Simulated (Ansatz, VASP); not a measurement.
PbS: VASP beside Ansatz

Contents of INCAR:

```
  PREC = Accurate
  ENCUT = 520
  EDIFF = 1E-7
  ISMEAR = -1
  SIGMA = 0.05
  LREAL = F
  LASPH = T
  NELM = 80
  ALGO = Normal
  ISIF = 2
  LWAVE = F
  LCHARG = F
  GGA = PS
  NBANDS = 28
```

The input KPOINTS:

```
regular mesh
0
Gamma
  7 7 6
```

File POSCAR:

```
PbS
1.0
    2.0659928603     -5.9510856073      0.0000000000
    2.0659928603      5.9510856073      0.0000000000
    0.0000000000      0.0000000000      4.2505997999
Pb S
2 2
Direct
    0.1305633500      0.8694366500      0.2500000000
    0.8694366500      0.1305633500      0.7500000000
    0.3547970900      0.6452029100      0.2500000000
    0.6452029100      0.3547970900      0.7500000000
```

Contents of input.yaml:

```yaml
crystal:
  lattice:
    - [2.0659928603, -5.9510856073, 0.0]
    - [2.0659928603, 5.9510856073, 0.0]
    - [0.0, 0.0, 4.2505997999]
  atoms:
    - { symbol: Pb, position: [0.13056335, 0.86943665, 0.25] }
    - { symbol: Pb, position: [0.86943665, 0.13056335, 0.75] }
    - { symbol: S, position: [0.35479709, 0.64520291, 0.25] }
    - { symbol: S, position: [0.64520291, 0.35479709, 0.75] }
hamiltonian:
  xc: pbesol
  pseudopotentials: { kind: paw }
kpoints:
  mp_grid: { grid: [7, 7, 6] }
scf:
  occupations: { method: fermi_dirac, width: 0.05 }
output:
  forces: true
  stress: true
  eigenvalues: true
```

Change from the starting cell: volume scaled by 0.98.

Alike in both runs: task single point; functional PBEsol; k mesh 7 × 7 × 6; occupations fermi-dirac, width 0.05 eV; no spin polarisation.

|  | VASP | Ansatz |
| --- | --- | --- |
| version | VASP 6.6.1 | Ansatz 0.2.0 |
| potentials or method | VASP PAW PBE potentials, release 64 (Pb_d, S) | Ansatz PAW |
| plane-wave cutoff (eV) | 520 | 420 |
| valence electrons in the cell | 40 | 40 |

|  | VASP | Ansatz | Ansatz less VASP |
| --- | --- | --- | --- |
| gap on the k mesh at the Fermi level (eV) | 1.12 | 1.12 | 0.000 |
| least direct gap on the mesh (eV) | 1.35 | 1.35 | -0.001 |
| pressure (GPa) | -0.9 | -0.8 | +0.04 |
| largest component of the traceless stress (GPa) | 0.34 | 0.36 | +0.021 |
| rms of the force components (eV/Å) | 0.053 | 0.053 | +0.0002 |

Atom by atom the forces differ by 0.002 eV/Å (rms over components).

Caveats: spin-orbit coupling is left out, which as a rule narrows the gap of such compounds by several tenths of an eV; the PAW data sets were made with another functional, which shifts forces and pressure a little (VASP); an odd mesh through Γ misses points on the zone boundary, where band edges often lie (VASP); odd divisions of the mesh miss points on the zone boundary, where band edges often lie, so the gap on the mesh can be too wide (Ansatz); the PAW data sets come from PBE, with cores solved anew for the run's functional, which leaves a small shift of forces and pressure (Ansatz).
